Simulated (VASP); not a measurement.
# Lu (Im-3m) in VASP: notebook

One crystal, Lu, is run at these levels: PBE; tasks: single point.

All numbers are computed with VASP 6.6.1; they aren't measurements. Logs are shortened: lines on timing, memory, paths and dates and some standing lists are left out, and cuts for length are marked.

## Step 1: The structure

Symmetry: Im-3m, No. 229, cubic system. Conventional cell: a = 3.901 Å, b = 3.901 Å, c = 3.901 Å, α = 90.00°, β = 90.00°, γ = 90.00°. Around Lu (site symmetry m-3m) lie 8 Lu at 3.38 Å.

The cell was built by a generator and needn't be a form met in nature.

## Step 2: Single point, PBE

INCAR

```
PREC = Accurate ; ENCUT = 520
EDIFF = 1E-7 ; ISMEAR = 0
SIGMA = 0.05 ; LREAL = False
LASPH = True ; NELM = 80
ALGO = Normal ; ISIF = 2
LWAVE = False ; LCHARG = True
GGA = PE ; LELF = True
LVHAR = True ; NBANDS = 18
```

KPOINTS

```
Automatic mesh
0
Gamma
  16 16 16
```

POSCAR

```
Lu
1.0
   -1.9504305427      1.9504305427      1.9504305427
    1.9504305427     -1.9504305427      1.9504305427
    1.9504305427      1.9504305427     -1.9504305427
Lu
1
Direct
    0.0000000000      0.0000000000      0.0000000000
```

Potentials or basis: VASP PAW PBE potentials, release 64 (Lu).

On the command line:

```bash
$ cat potpaw_PBE.64/Lu/POTCAR > POTCAR
$ mpirun -np 1 vasp_std > vasp.out
```

OUTCAR:

```text
PREC = Accurate
   ENCUT = 520
   EDIFF = 1E-7
   ISMEAR = 0
   LREAL = False
   LASPH = True
   NELM = 80
   ISIF = 2
   GGA = PE

 ion  position               nearest neighbor table
   1  0.000  0.000  0.000-

  LATTYP: Found a body centered cubic cell.
 ALAT       =     3.9008610854

  Lattice vectors:

 A1 = (  -1.9504305427,   1.9504305427,   1.9504305427)
 A2 = (   1.9504305427,  -1.9504305427,   1.9504305427)
 A3 = (   1.9504305427,   1.9504305427,  -1.9504305427)

Analysis of symmetry for initial positions (statically):
=====================================================================
 Subroutine PRICEL returns:
 Original cell was already a primitive cell.

 Routine SETGRP: Setting up the symmetry group for a
 body centered cubic supercell.

 Subroutine GETGRP returns: Found 48 space group operations
 (whereof 48 operations were pure point group operations)
 out of a pool of 48 trial point group operations.

The static configuration has the point symmetry O_h .

Analysis of symmetry for dynamics (positions and initial velocities):
=====================================================================
 Subroutine PRICEL returns:
 Original cell was already a primitive cell.

 Routine SETGRP: Setting up the symmetry group for a
 body centered cubic supercell.

 Subroutine GETGRP returns: Found 48 space group operations
 (whereof 48 operations were pure point group operations)
 out of a pool of 48 trial point group operations.

The dynamic configuration has the point symmetry O_h .

 Subroutine INISYM returns: Found 48 space group operations
 (whereof 48 operations are pure point group operations),
 and found     1 'primitive' translations

----------------------------------------------------------------------------------------

                                     Primitive cell

  volume of cell :      29.6792

  direct lattice vectors                    reciprocal lattice vectors
    -1.950430543  1.950430543  1.950430543     0.000000000  0.256353656  0.256353656
     1.950430543 -1.950430543  1.950430543     0.256353656  0.000000000  0.256353656
     1.950430543  1.950430543 -1.950430543     0.256353656  0.256353656  0.000000000

  length of vectors
     3.378244797  3.378244797  3.378244797     0.362538817  0.362538817  0.362538817

  position of ions in fractional coordinates (direct lattice)
     0.000000000  0.000000000  0.000000000

  ion indices of the primitive-cell ions
   primitive index   ion index
                 1           1

----------------------------------------------------------------------------------------

 KPOINTS: Automatic mesh

Automatic generation of k-mesh.
 Grid dimensions read from file:
 generate k-points for:   16   16   16

 Generating k-lattice:

  Cartesian coordinates                     Fractional coordinates (reciprocal lattice)
     0.000000000  0.016022103  0.016022103     0.062500000  0.000000000  0.000000000
     0.016022103  0.000000000  0.016022103     0.000000000  0.062500000  0.000000000
     0.016022103  0.016022103  0.000000000     0.000000000  0.000000000  0.062500000

  Length of vectors
     0.022658676  0.022658676  0.022658676

  Shift w.r.t. Gamma in fractional coordinates (k-lattice)
     0.000000000  0.000000000  0.000000000

 Subroutine IBZKPT returns following result:
 ===========================================

 Found    145 irreducible k-points:

 Following reciprocal coordinates:
            Coordinates               Weight
  0.000000  0.000000  0.000000      1.000000
  0.062500  0.000000  0.000000     12.000000
  0.125000  0.000000  0.000000     12.000000
  0.187500  0.000000  0.000000     12.000000
  0.250000  0.000000  0.000000     12.000000
  0.312500  0.000000  0.000000     12.000000
[... 16 lines left out ...]
  0.187500  0.187500  0.000000     24.000000
  0.250000  0.187500  0.000000     48.000000
 [... further k-points ...]
   k-points           NKPTS =    145   k-points in BZ     NKDIM =    145   number of bands    NBANDS=     18
   number of dos      NEDOS =    301   number of ions     NIONS =      1
   total plane-waves  NPLWV =  21952
   dimension x,y,z NGX =    28 NGY =   28 NGZ =   28
   dimension x,y,z NGXF=    56 NGYF=   56 NGZF=   56
   ions per type =               1
   NGX,Y,Z   is equivalent  to a cutoff of  13.78, 13.78, 13.78 a.u.
   NGXF,Y,Z  is equivalent  to a cutoff of  27.56, 27.56, 27.56 a.u.
 SYSTEM =  unknown system
   PREC   = accura    normal or accurate (medium, high low for compatibility)
   ISTART =      0    job   : 0-new  1-cont  2-samecut
   ICHARG =      2    charge: 1-file 2-atom 10-const
   ISPIN  =      1    spin polarized calculation?
   LNONCOLLINEAR =      F non collinear calculations
   LSORBIT =      F    spin-orbit coupling
   LASPH  =      T    aspherical Exc in radial PAW
   ENCUT  =  520.0 eV  38.22 Ry    6.18 a.u.   6.28  6.28  6.28*2*pi/ulx,y,z
   NELM   =     80;   NELMIN=  2; NELMDL= -5     # of ELM steps
   EDIFF  = 0.1E-06   stopping-criterion for ELM
   LREAL  =      F    real-space projection
   EDIFFG = 0.1E-05   stopping-criterion for IOM
   NSW    =      0    number of steps for IOM
   IBRION =     -1    ionic relax: 0-MD 1-quasi-New 2-CG
   NFREE  =      0    steps in history (QN), initial steepest desc. (CG)
   ISIF   =      2    stress and relaxation
   ISYM   =      2    0-nonsym 1-usesym 2-fastsym
   POTIM  = 0.5000    time-step for ionic-motion
   TEBEG  =    0.0;   TEEND  =   0.0 temperature during run
   PSTRESS=    0.0 pullay stress
   NELECT =      25.0000    total number of electrons
   NUPDOWN=      -1.0000    fix difference up-down
   EMIN   =  10.00;   EMAX   =-10.00  energy-range for DOS
   EFERMI =   0.00;   METHOD = LEGACY
   ISMEAR =     0;   SIGMA  =   0.05  broadening in eV -4-tet -1-fermi 0-gaus
   EFERMI_NEDOS =   21; number of points for ismear=-14 and -15
   IALGO  =     38    algorithm
   IMIX   =      4    mixing-type and parameters
     AMIX     =   0.40;   BMIX     =  1.00
     AMIX_MAG =   1.60;   BMIX_MAG =  1.00
  volume/ion in A,a.u.               =      29.68       200.28
  Fermi-wavevector in a.u.,A,eV,Ry     =   1.546100  2.921706 32.523725  2.390426
  Thomas-Fermi vector in A             =   2.651385
   LORBIT       =      0    0 simple, 1 ext, 2 COOP (PROOUT), +10 PAW based schemes
   GGA     = PE    functional components
   LHFCALC =     F    Hartree Fock is set to
   AEXX    =    0.0000 exact exchange contribution
   IVDW    =     0    specifies the selected vdW correction
   LEPSILON=     F    determine dielectric tensor
   LRPA    =     F    only Hartree local field effects (RPA)
 non-spin polarized calculation
 Gauss-broadening in eV      SIGMA  =   0.05
  energy-cutoff  :      520.00
  volume of cell :       29.68
 maximum number of plane-waves:       814
 NGX is ok and might be reduce to    28
   NGX = 13   NGY = 13   NGZ = 13

 number of electron      24.9999994 magnetization

 Free energy of the ion-electron system (eV)
  ---------------------------------------------------
  ext. energy  EPLUGINS =         0.00000000
  ---------------------------------------------------
  free energy    TOTEN  =        -4.38130575 eV

  energy without entropy =       -4.37774089  energy(sigma->0) =       -4.37952332

 E-fermi :   2.2988     XC(G=0): -10.5833

 val. band max:        2.2961449818   @ k =  -0.3750   0.3750   0.1875
 cond. band min:       2.3049082907   @ k =  -0.4375  -0.4375   0.0625
 fundamental gap:      0.0087633089
 Fermi energy:         2.2988067691

 k-point     1 :       0.0000    0.0000    0.0000
  band No.  band energies     occupation
      1     -54.1469      2.00000
      2     -24.5753      2.00000
      3     -24.5753      2.00000
      4     -24.5753      2.00000
      5      -3.8098      2.00000
      6      -2.8984      2.00000
[... 10 lines left out ...]
     17       6.6008      0.00000
     18      13.8706      0.00000

 k-point     2 :       0.0625    0.0000    0.0000
  band No.  band energies     occupation
      1     -54.1458      2.00000
      2     -24.5938      2.00000
      3     -24.5812      2.00000
      4     -24.5753      2.00000
      5      -3.6973      2.00000
      6      -2.8974      2.00000
[... 10 lines left out ...]
     17       6.5997      0.00000
     18      13.9859      0.00000

 k-point     3 :       0.1250    0.0000    0.0000
  band No.  band energies     occupation
      1     -54.1426      2.00000
      2     -24.6463      2.00000
      3     -24.5981      2.00000
      4     -24.5754      2.00000
      5      -3.3685      2.00000
      6      -2.8948      2.00000
[... 10 lines left out ...]
     17       6.6062      0.00000
     18      14.2357      0.00000

 k-point     4 :       0.1875    0.0000    0.0000
  band No.  band energies     occupation
      1     -54.1379      2.00000
      2     -24.7237      2.00000
      3     -24.6233      2.00000
      4     -24.5755      2.00000
      5      -2.8915      2.00000
      6      -2.8824      2.00000
[... 375 lines left out ...]
      4     -24.6010      2.00000
      5      -2.8835      2.00000
      6      -2.8810      2.00000
[... 10 lines left out ...]
     17       9.5868      0.00000
     18       9.9231      0.00000

 k-point    23 :       0.1875    0.1875    0.0000
  band No.  band energies     occupation
      1     -54.1254      2.00000
      2     -24.8926      2.00000
      3     -24.6869      2.00000
      4     -24.6083      2.00000
      5      -2.8790      2.00000
      6      -2.8657      2.00000
[... 10 lines left out ...]
     17       7.2957      0.00000
     18      12.2362      0.00000

 k-point    24 :       0.2500    0.1875    0.0000
  band No.  band energies     occupation
      1     -54.1210      2.00000
      2     -24.9393      2.00000
      3     -24.7259      2.00000
      4     -24.6144      2.00000
      5      -2.8761      2.00000
      6      -2.8740      2.00000
[... 10 lines left out ...]
     17       8.1619      0.00000
     18      11.1570      0.00000

 [... further k-points ...]

------------------------ aborting loop because EDIFF is reached ----------------------------------------

  FORCE on cell =-STRESS in cart. coord.  units (eV):
  Direction    XX          YY          ZZ          XY          YZ          ZX
  --------------------------------------------------------------------------------------
  -------------------------------------------------------------------------------------
  Total        0.0065534      0.0065534      0.0065534     -0.0000000      0.0000000      0.0000000
  in kB        0.3537748      0.3537748      0.3537748     -0.0000000      0.0000000      0.0000000
  external PRESSURE =       0.3537748 kB  Pullay stress =       0.0000000 kB

 VOLUME and BASIS-vectors are now :
 -----------------------------------------------------------------------------
  energy-cutoff  :      520.00
  volume of cell :       29.68
      direct lattice vectors                 reciprocal lattice vectors
    -1.950430543  1.950430543  1.950430543     0.000000000  0.256353656  0.256353656
     1.950430543 -1.950430543  1.950430543     0.256353656  0.000000000  0.256353656
     1.950430543  1.950430543 -1.950430543     0.256353656  0.256353656  0.000000000

 POSITION                                       TOTAL-FORCE (eV/Angst)
 -----------------------------------------------------------------------------------
      0.00000      0.00000      0.00000        -0.000000      0.000000     -0.000000
 -----------------------------------------------------------------------------------
    total drift:                               -0.000000     -0.000000     -0.000000

  FREE ENERGIE OF THE ION-ELECTRON SYSTEM (eV)
  ---------------------------------------------------
  free  energy   TOTEN  =        -4.3813057464 eV

  energy  without entropy=       -4.3777408885  energy(sigma->0) =       -4.37952332
```

Wall time 39 s (1 thread of Intel Xeon 6975P-C (Granite Rapids), shared host); peak memory 0.22 GiB.

What came out:

- Free energy: -4.3813 eV
- Pressure: 0.0 GPa
- Band gap on the k mesh: none (metal or under the smearing width)

Levels at points of the mesh, in eV from the Fermi level:
```csv
k point,band 10,band 11,band 12,band 13,band 14,band 15
"(0.00, 0.00, 0.00)",-5.11,-5.11,-5.09,2.10,2.10,2.10
"(0.50, 0.00, 0.00)",-5.11,-5.10,-2.51,0.39,0.43,4.06
"(0.50, 0.50, 0.50)",-5.10,-5.10,-1.48,-1.48,5.60,5.60
```

Spin-orbit coupling is left out, which matters for the levels of Lu.

(Part 1 of 2 ends here.)
